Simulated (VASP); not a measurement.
# MoS2 (R-3m) in VASP: further runs, part 2 of 2

VASP 6.6.1. The steps go on from the part before.

## 4. Single point, PBEsol, spin-orbit coupling, no magnetisation

The input, INCAR:

```
SYSTEM = MoS2
  ALGO = Normal
  EDIFF = 0.001
  ENCUT = 350
  GGA = PS
  GGA_COMPAT = .FALSE.
  ISIF = 2
  ISMEAR = 0
  LASPH = .TRUE.
  LCHARG = .FALSE.
  LMAXMIX = 4
  LORBIT = 11
  LREAL = .FALSE.
  LSORBIT = .TRUE.
  LWAVE = .FALSE.
  MAGMOM = 0 0 0 0 0 0 0 0 0
  NBANDS = 42
  NELM = 100
  PREC = Accurate
  SIGMA = 0.02
```

The input, KPOINTS:

```
k-points
0
G
  6 6 6
  0 0 0
```

The input, POSCAR:

```
MoS2
1.0
    1.5855000000      0.9153888518      6.1149966667
   -1.5855000000      0.9153888518      6.1149966667
    0.0000000000     -1.8307777036      6.1149966667
Mo S
1 2
Direct
    0.0000000000      0.0000000000      0.0000000000
    0.2500000000      0.2500000000      0.2500000000
    0.7500000000      0.7500000000      0.7500000000
```

Command:

```
$ cat potpaw_PBE.64/Mo_sv/POTCAR potpaw_PBE.64/S/POTCAR > POTCAR
$ mpirun -np 1 vasp_ncl > vasp.out
```

Wall time 2.3 min (1 thread of Intel Xeon 6975P-C (Granite Rapids), shared host); peak memory 0.49 GiB.

These settings aren't checked as converged: the numbers below hold their error.

What came out:

```
Free energy                                           : -22.7219 eV
Pressure                                              : 2.1 GPa
Largest force                                         : 0.715 eV/Å
Valence electrons inside the program's atomic spheres : Mo 12.50; S 3.69
```

Caveat: the k mesh is coarse (spacing up to 0.39 Å⁻¹), so the values aren't converged; the PAW data sets were made with another functional, which shifts forces and pressure a little; the cell's inner coordinates are idealised or old, which leaves forces on the atoms.

## 5. Single point, PBEsol, spin-orbit coupling, no magnetisation

Edit INCAR of step 4 so:

```diff
@@ -2,3 +2,3 @@
   ALGO = Normal
-  EDIFF = 0.001
+  EDIFF = 1E-5
   ENCUT = 350
```

KPOINTS is that of step 4.

POSCAR is that of step 4.

Potentials or basis: VASP PAW PBE potentials, release 64 (Mo_sv, S).

Command:

```
$ cat potpaw_PBE.64/Mo_sv/POTCAR potpaw_PBE.64/S/POTCAR > POTCAR
$ mpirun -np 1 vasp_ncl > vasp.out
```

OUTCAR:

```text
SYSTEM = MoS2
   EDIFF = 1E-5
   ENCUT = 350
   GGA = PS
   ISIF = 2
   ISMEAR = 0
   LASPH = .TRUE.
   LORBIT = 11
   LREAL = .FALSE.
   LSORBIT = .TRUE.
   NELM = 100
   PREC = Accurate

 Found     32 irreducible k-points:

 Following reciprocal coordinates:
            Coordinates               Weight
  0.000000  0.000000  0.000000      1.000000
  0.166667  0.000000  0.000000      6.000000
  0.333333 -0.000000  0.000000      6.000000
  0.500000  0.000000  0.000000      3.000000
  0.166667  0.166667  0.000000      6.000000
  0.333333  0.166667  0.000000     12.000000
   k-points           NKPTS =     32   k-points in BZ     NKDIM =     32   number of bands    NBANDS=     42
   number of dos      NEDOS =    301   number of ions     NIONS =      3
   total plane-waves  NPLWV =  64000
   dimension x,y,z NGX =    40 NGY =   40 NGZ =   40
   dimension x,y,z NGXF=    80 NGYF=   80 NGZF=   80
   ions per type =               1   2
   NGX,Y,Z   is equivalent  to a cutoff of  10.42, 10.42, 10.42 a.u.
   NGXF,Y,Z  is equivalent  to a cutoff of  20.84, 20.84, 20.84 a.u.
 SYSTEM =  MoS2
   PREC   = accura    normal or accurate (medium, high low for compatibility)
   ISTART =      0    job   : 0-new  1-cont  2-samecut
   ICHARG =      2    charge: 1-file 2-atom 10-const
   ISPIN  =      1    spin polarized calculation?
[... 360 lines left out ...]
 l=   3
     0.0000000     0.0000000     0.0000000     0.0000000     0.0000000     0.0000000     0.0000000
     0.0000000     0.0000000     0.0000000     0.0000000     0.0000000     0.0000000     0.0000000
     0.0000000     0.0000000     0.0000000     0.0000000     0.0000000     0.0000000     0.0000000
     0.0000000     0.0000000     0.0000000     0.0000000     0.0000000     0.0000000     0.0000000
[... 29 lines left out ...]
 l=   2
     0.0000000     0.0000000     0.0000000     0.0000000     0.0000000
     0.0000000     0.0000000     0.0000000     0.0000000     0.0000000
     0.0000000     0.0000000     0.0000000     0.0000000     0.0000000
     0.0000000     0.0000000     0.0000000     0.0000000     0.0000000
     0.0000000     0.0000000     0.0000000     0.0000000     0.0000000
 l=   3
     0.0000000     0.0000000     0.0000000     0.0000000     0.0000000     0.0000000     0.0000000
     0.0000000     0.0000000     0.0000000     0.0000000     0.0000000     0.0000000     0.0000000
     0.0000000     0.0000000     0.0000000     0.0000000     0.0000000     0.0000000     0.0000000
     0.0000000     0.0000000     0.0000000     0.0000000     0.0000000     0.0000000     0.0000000
     0.0000000     0.0000000     0.0000000     0.0000000     0.0000000     0.0000000     0.0000000
     0.0000000     0.0000000     0.0000000     0.0000000     0.0000000     0.0000000     0.0000000
     0.0000000     0.0000000     0.0000000     0.0000000     0.0000000     0.0000000     0.0000000

 total charge

# of ion       s       p       d       tot
------------------------------------------
    1        2.308   6.238   3.962  12.508
    2        1.360   2.323   0.000   3.683
    3        1.360   2.323   0.000   3.683
--------------------------------------------------
tot          5.027  10.884   3.962  19.873

 magnetization (x)

# of ion       s       p       d       tot
------------------------------------------
    1       -0.000   0.000  -0.000  -0.000
    2        0.000  -0.000   0.000  -0.000
    3        0.000  -0.000   0.000  -0.000
--------------------------------------------------
tot          0.000  -0.000  -0.000  -0.000

 magnetization (y)

# of ion       s       p       d       tot
------------------------------------------
    1        0.000   0.000   0.000   0.000
    2        0.000   0.000   0.000   0.000
    3        0.000   0.000   0.000   0.000
--------------------------------------------------
tot          0.000   0.000   0.000   0.000

 magnetization (z)

# of ion       s       p       d       tot
------------------------------------------
    1        0.000   0.000   0.000   0.000
    2        0.000   0.000   0.000   0.000
    3        0.000   0.000   0.000   0.000
--------------------------------------------------
tot          0.000   0.000   0.000   0.000
```

OSZICAR:

```text
N       E                     dE             d eps       ncg     rms          rms(c)
DAV:   1     0.158884791542E+03    0.15888E+03   -0.10986E+04  2952   0.869E+02
DAV:   2    -0.166897923841E+02   -0.17557E+03   -0.16784E+03  3302   0.273E+02
DAV:   3    -0.241619929123E+02   -0.74722E+01   -0.73737E+01  3306   0.523E+01
DAV:   4    -0.242647361752E+02   -0.10274E+00   -0.10264E+00  3278   0.643E+00
DAV:   5    -0.242664422749E+02   -0.17061E-02   -0.17057E-02  3302   0.800E-01    0.265E+01
DAV:   6    -0.231527872064E+02    0.11137E+01   -0.48483E+00  2856   0.190E+01    0.945E+00
DAV:   7    -0.228825313416E+02    0.27026E+00   -0.19077E+00  2812   0.116E+01    0.648E+00
DAV:   8    -0.227228623681E+02    0.15967E+00   -0.24046E-01  3022   0.436E+00    0.201E+00
DAV:   9    -0.227240419665E+02   -0.11796E-02   -0.37344E-02  3134   0.117E+00    0.792E-01
DAV:  10    -0.227217955363E+02    0.22464E-02   -0.60251E-03  3002   0.667E-01    0.233E-01
DAV:  11    -0.227219359421E+02   -0.14041E-03   -0.83907E-04  3386   0.176E-01    0.853E-02
DAV:  12    -0.227218404589E+02    0.95483E-04   -0.28399E-04  2992   0.132E-01    0.175E-02
DAV:  13    -0.227218400976E+02    0.36136E-06   -0.24458E-05  2786   0.318E-02
   1 F= -.22721840E+02 E0= -.22721720E+02  d E =-.240796E-03  mag=    -0.0000    -0.0000     0.0000
```

Wall time 2.5 min (1 thread of Intel Xeon 6975P-C (Granite Rapids), shared host); peak memory 0.48 GiB.

The run converged, but some of its settings lie outside the range that counts as converged, so its numbers aren't taken as properties of the crystal.

What came out:

| Quantity | Value |
| --- | --- |
| Free energy | -22.7218 eV |
| Pressure | 2.5 GPa |
| Largest force | 0.703 eV/Å |
| Valence electrons inside the program's atomic spheres | Mo 12.51; S 3.68 |

Caveat: the k mesh is coarse (spacing up to 0.39 Å⁻¹), so the values aren't converged; the PAW data sets were made with another functional, which shifts forces and pressure a little; the cell's inner coordinates are idealised or old, which leaves forces on the atoms.

## 6. Single point, PBEsol, spin-orbit coupling, no magnetisation

Edit INCAR of step 5 so:

```diff
@@ -2,3 +2,3 @@
   ALGO = Normal
-  EDIFF = 1E-5
+  EDIFF = 1E-7
   ENCUT = 350
@@ -12,3 +12,3 @@
   LORBIT = 11
-  LREAL = .FALSE.
+  LREAL = Auto
   LSORBIT = .TRUE.
```

KPOINTS is that of step 5.

POSCAR is that of step 5.

Potentials or basis: VASP PAW PBE potentials, release 64 (Mo_sv, S).

Command:

```
$ cat potpaw_PBE.64/Mo_sv/POTCAR potpaw_PBE.64/S/POTCAR > POTCAR
$ mpirun -np 1 vasp_ncl > vasp.out
```

OUTCAR:

```text
SYSTEM = MoS2
   EDIFF = 1E-7
   ENCUT = 350
   GGA = PS
   ISIF = 2
   ISMEAR = 0
   LASPH = .TRUE.
   LORBIT = 11
   LREAL = Auto
   LSORBIT = .TRUE.
   NELM = 100
   PREC = Accurate

 Found     32 irreducible k-points:

 Following reciprocal coordinates:
            Coordinates               Weight
  0.000000  0.000000  0.000000      1.000000
  0.166667  0.000000  0.000000      6.000000
  0.333333 -0.000000  0.000000      6.000000
  0.500000  0.000000  0.000000      3.000000
  0.166667  0.166667  0.000000      6.000000
  0.333333  0.166667  0.000000     12.000000
   k-points           NKPTS =     32   k-points in BZ     NKDIM =     32   number of bands    NBANDS=     42
   number of dos      NEDOS =    301   number of ions     NIONS =      3
   total plane-waves  NPLWV =  64000
   dimension x,y,z NGX =    40 NGY =   40 NGZ =   40
   dimension x,y,z NGXF=    80 NGYF=   80 NGZF=   80
   ions per type =               1   2
   NGX,Y,Z   is equivalent  to a cutoff of  10.42, 10.42, 10.42 a.u.
   NGXF,Y,Z  is equivalent  to a cutoff of  20.84, 20.84, 20.84 a.u.
 SYSTEM =  MoS2
   PREC   = accura    normal or accurate (medium, high low for compatibility)
   ISTART =      0    job   : 0-new  1-cont  2-samecut
   ICHARG =      2    charge: 1-file 2-atom 10-const
   ISPIN  =      1    spin polarized calculation?
   LNONCOLLINEAR =      T non collinear calculations
   LSORBIT =      T    spin-orbit coupling
   LASPH  =      T    aspherical Exc in radial PAW
   ENCUT  =  350.0 eV  25.72 Ry    5.07 a.u.   9.74  9.74  9.74*2*pi/ulx,y,z
   NELM   =    100;   NELMIN=  2; NELMDL= -5     # of ELM steps
   EDIFF  = 0.1E-06   stopping-criterion for ELM
   LREAL  =      T    real-space projection
   EDIFFG = 0.1E-05   stopping-criterion for IOM
   NSW    =      0    number of steps for IOM
[... 5 lines left out ...]
   TEBEG  =    0.0;   TEEND  =   0.0 temperature during run
   PSTRESS=    0.0 pullay stress
   NELECT =      26.0000    total number of electrons
   NUPDOWN=      -1.0000    fix difference up-down
   EMIN   =  10.00;   EMAX   =-10.00  energy-range for DOS
   EFERMI =   0.00;   METHOD = LEGACY
   ISMEAR =     0;   SIGMA  =   0.02  broadening in eV -4-tet -1-fermi 0-gaus
   EFERMI_NEDOS =   21; number of points for ismear=-14 and -15
   IALGO  =     38    algorithm
   IMIX   =      4    mixing-type and parameters
     AMIX     =   0.40;   BMIX     =  1.00
     AMIX_MAG =   1.60;   BMIX_MAG =  1.00
  volume/ion in A,a.u.               =      17.75       119.78
  Fermi-wavevector in a.u.,A,eV,Ry     =   1.289118  2.436081 22.610522  1.661826
  Thomas-Fermi vector in A             =   2.421031
   LORBIT       =     11    0 simple, 1 ext, 2 COOP (PROOUT), +10 PAW based schemes
   GGA     = PS    functional components
   LHFCALC =     F    Hartree Fock is set to
   AEXX    =    0.0000 exact exchange contribution
   IVDW    =     0    specifies the selected vdW correction
   LEPSILON=     F    determine dielectric tensor
   LRPA    =     F    only Hartree local field effects (RPA)
 Gauss-broadening in eV      SIGMA  =   0.02
  energy-cutoff  :      350.00
  volume of cell :       53.25
 maximum number of plane-waves:      1610
   NGX = 19   NGY = 19   NGZ = 19

 number of electron      26.0000007 magnetization       0.0000000      0.0000000      0.0000000

 number of electron      26.0000007 magnetization      -0.0000000      0.0000000     -0.0000000

 number of electron      26.0000007 magnetization       0.0000000      0.0000000     -0.0000000

 Free energy of the ion-electron system (eV)
  ---------------------------------------------------
  ext. energy  EPLUGINS =         0.00000000
  ---------------------------------------------------
  free energy    TOTEN  =       -22.72279039 eV

  energy without entropy =      -22.72254899  energy(sigma->0) =      -22.72266969

 E-fermi :   7.5437     XC(G=0): -11.0017

 val. band max:        7.5276697187   @ k =   0.0000   0.0000   0.0000
 cond. band min:       7.5562011060   @ k =  -0.3333   0.5000   0.3333
 fundamental gap:      0.0285313872
 Fermi energy:         7.5437169099

 k-point     1 :       0.0000    0.0000    0.0000
  band No.  band energies     occupation
      1     -53.9937      1.00000
      2     -53.9937      1.00000
      3     -29.6836      1.00000
      4     -29.6836      1.00000
      5     -27.2951      1.00000
      6     -27.2951      1.00000
[... 235 lines left out ...]
     37      16.2309      0.00000
     38      16.2309      0.00000

 [... further k-points ...]

 [bands above 38 left out]

------------------------ aborting loop because EDIFF is reached ----------------------------------------

  FORCE on cell =-STRESS in cart. coord.  units (eV):
  Direction    XX          YY          ZZ          XY          YZ          ZX
  --------------------------------------------------------------------------------------
  -------------------------------------------------------------------------------------
  Total        0.3366839      0.3366839      1.8027016      0.0000000     -0.0000000      0.0000000
  in kB       10.1300974     10.1300974     54.2394269      0.0000000     -0.0000000      0.0000000
  external PRESSURE =      24.8332072 kB  Pullay stress =       0.0000000 kB

 VOLUME and BASIS-vectors are now :
 -----------------------------------------------------------------------------
  energy-cutoff  :      350.00
  volume of cell :       53.25
      direct lattice vectors                 reciprocal lattice vectors
     1.585500000  0.915388852  6.114996667     0.315357931  0.182071986  0.054510796
    -1.585500000  0.915388852  6.114996667    -0.315357931  0.182071986  0.054510796
     0.000000000 -1.830777704  6.114996667     0.000000000 -0.364143973  0.054510796

 POSITION                                       TOTAL-FORCE (eV/Angst)
 -----------------------------------------------------------------------------------
      0.00000      0.00000      0.00000         0.000000      0.000000      0.000000
      0.00000      0.00000      4.58625         0.000000      0.000000     -0.702947
      0.00000      0.00000     13.75874         0.000000     -0.000000      0.702947
 -----------------------------------------------------------------------------------
    total drift:                                0.000000      0.000000     -0.000000

  FREE ENERGIE OF THE ION-ELECTRON SYSTEM (eV)
  ---------------------------------------------------
  free  energy   TOTEN  =       -22.7227903933 eV

  energy  without entropy=      -22.7225489944  energy(sigma->0) =      -22.72266969

 Spin-Orbit-Coupling matrix elements

 Ion:    1  E_soc:     -0.1945127
 l=   1
     0.0000000    -0.0294428    -0.0293254
    -0.0294428     0.0000000    -0.0294428
    -0.0293254    -0.0294428     0.0000000
 l=   2
     0.0000000    -0.0005185     0.0000000    -0.0005185    -0.0026797
    -0.0005185     0.0000000    -0.0019392    -0.0004133    -0.0005185
     0.0000000    -0.0019392     0.0000000    -0.0019392     0.0000000
    -0.0005185    -0.0004133    -0.0019392     0.0000000    -0.0005185
    -0.0026797    -0.0005185     0.0000000    -0.0005185     0.0000000
 l=   3
     0.0000000     0.0000000     0.0000000     0.0000000     0.0000000     0.0000000     0.0000000
     0.0000000     0.0000000     0.0000000     0.0000000     0.0000000     0.0000000     0.0000000
     0.0000000     0.0000000     0.0000000     0.0000000     0.0000000     0.0000000     0.0000000
     0.0000000     0.0000000     0.0000000     0.0000000     0.0000000     0.0000000     0.0000000
     0.0000000     0.0000000     0.0000000     0.0000000     0.0000000     0.0000000     0.0000000
     0.0000000     0.0000000     0.0000000     0.0000000     0.0000000     0.0000000     0.0000000
     0.0000000     0.0000000     0.0000000     0.0000000     0.0000000     0.0000000     0.0000000
[... 21 lines left out ...]
 Ion:    3  E_soc:     -0.0024850
 l=   1
     0.0000000    -0.0004188    -0.0004048
    -0.0004188     0.0000000    -0.0004188
    -0.0004048    -0.0004188     0.0000000
 l=   2
     0.0000000     0.0000000     0.0000000     0.0000000     0.0000000
     0.0000000     0.0000000     0.0000000     0.0000000     0.0000000
     0.0000000     0.0000000     0.0000000     0.0000000     0.0000000
     0.0000000     0.0000000     0.0000000     0.0000000     0.0000000
     0.0000000     0.0000000     0.0000000     0.0000000     0.0000000
 l=   3
     0.0000000     0.0000000     0.0000000     0.0000000     0.0000000     0.0000000     0.0000000
     0.0000000     0.0000000     0.0000000     0.0000000     0.0000000     0.0000000     0.0000000
     0.0000000     0.0000000     0.0000000     0.0000000     0.0000000     0.0000000     0.0000000
     0.0000000     0.0000000     0.0000000     0.0000000     0.0000000     0.0000000     0.0000000
     0.0000000     0.0000000     0.0000000     0.0000000     0.0000000     0.0000000     0.0000000
     0.0000000     0.0000000     0.0000000     0.0000000     0.0000000     0.0000000     0.0000000
     0.0000000     0.0000000     0.0000000     0.0000000     0.0000000     0.0000000     0.0000000

 total charge

# of ion       s       p       d       tot
------------------------------------------
    1        2.308   6.238   3.963  12.508
    2        1.360   2.323   0.000   3.682
    3        1.360   2.323   0.000   3.682
--------------------------------------------------
tot          5.027  10.884   3.963  19.873

 magnetization (x)

# of ion       s       p       d       tot
------------------------------------------
    1       -0.000  -0.000   0.000   0.000
    2        0.000  -0.000   0.000  -0.000
    3        0.000  -0.000   0.000  -0.000
--------------------------------------------------
tot         -0.000  -0.000   0.000  -0.000

 magnetization (y)

# of ion       s       p       d       tot
------------------------------------------
    1       -0.000   0.000   0.000  -0.000
    2        0.000   0.000   0.000   0.000
    3        0.000   0.000   0.000   0.000
--------------------------------------------------
tot         -0.000   0.000   0.000  -0.000

 magnetization (z)

# of ion       s       p       d       tot
------------------------------------------
    1        0.000   0.000   0.000   0.000
    2        0.000   0.000   0.000   0.000
    3        0.000   0.000   0.000   0.000
--------------------------------------------------
tot          0.000   0.000   0.000   0.000
```

OSZICAR:

```text
N       E                     dE             d eps       ncg     rms          rms(c)
DAV:   1     0.158883674173E+03    0.15888E+03   -0.10986E+04  2952   0.869E+02
DAV:   2    -0.166907253322E+02   -0.17557E+03   -0.16784E+03  3302   0.273E+02
DAV:   3    -0.241629903050E+02   -0.74723E+01   -0.73737E+01  3306   0.523E+01
DAV:   4    -0.242657352324E+02   -0.10274E+00   -0.10264E+00  3278   0.643E+00
DAV:   5    -0.242674413627E+02   -0.17061E-02   -0.17057E-02  3302   0.800E-01    0.265E+01
DAV:   6    -0.231537508830E+02    0.11137E+01   -0.48485E+00  2856   0.190E+01    0.945E+00
DAV:   7    -0.228836182164E+02    0.27013E+00   -0.19084E+00  2812   0.116E+01    0.648E+00
DAV:   8    -0.227238088725E+02    0.15981E+00   -0.24058E-01  3022   0.437E+00    0.201E+00
DAV:   9    -0.227249889116E+02   -0.11800E-02   -0.37369E-02  3134   0.117E+00    0.793E-01
DAV:  10    -0.227227423840E+02    0.22465E-02   -0.60256E-03  3002   0.667E-01    0.233E-01
DAV:  11    -0.227228828620E+02   -0.14048E-03   -0.83916E-04  3378   0.176E-01    0.853E-02
DAV:  12    -0.227227873854E+02    0.95477E-04   -0.28393E-04  2992   0.132E-01    0.175E-02
DAV:  13    -0.227227870353E+02    0.35012E-06   -0.24561E-05  3042   0.318E-02    0.164E-02
DAV:  14    -0.227227906794E+02   -0.36442E-05   -0.73627E-06  3008   0.178E-02    0.779E-03
DAV:  15    -0.227227903908E+02    0.28860E-06   -0.68890E-07  3184   0.705E-03    0.236E-03
DAV:  16    -0.227227903933E+02   -0.24370E-08   -0.19449E-07  2776   0.229E-03
   1 F= -.22722790E+02 E0= -.22722670E+02  d E =-.241399E-03  mag=    -0.0000     0.0000    -0.0000
```

Wall time 6.7 min (1 thread of Intel Xeon 6975P-C (Granite Rapids), shared host); peak memory 0.48 GiB.

The run converged, but some of its settings lie outside the range that counts as converged, so its numbers aren't taken as properties of the crystal.

Results:

```
Free energy                                           : -22.7228 eV
Pressure                                              : 2.5 GPa
Largest force                                         : 0.703 eV/Å
Valence electrons inside the program's atomic spheres : Mo 12.51; S 3.68
```

Caveat: the k mesh is coarse (spacing up to 0.39 Å⁻¹), so the values aren't converged; the PAW data sets were made with another functional, which shifts forces and pressure a little; the cell's inner coordinates are idealised or old, which leaves forces on the atoms.
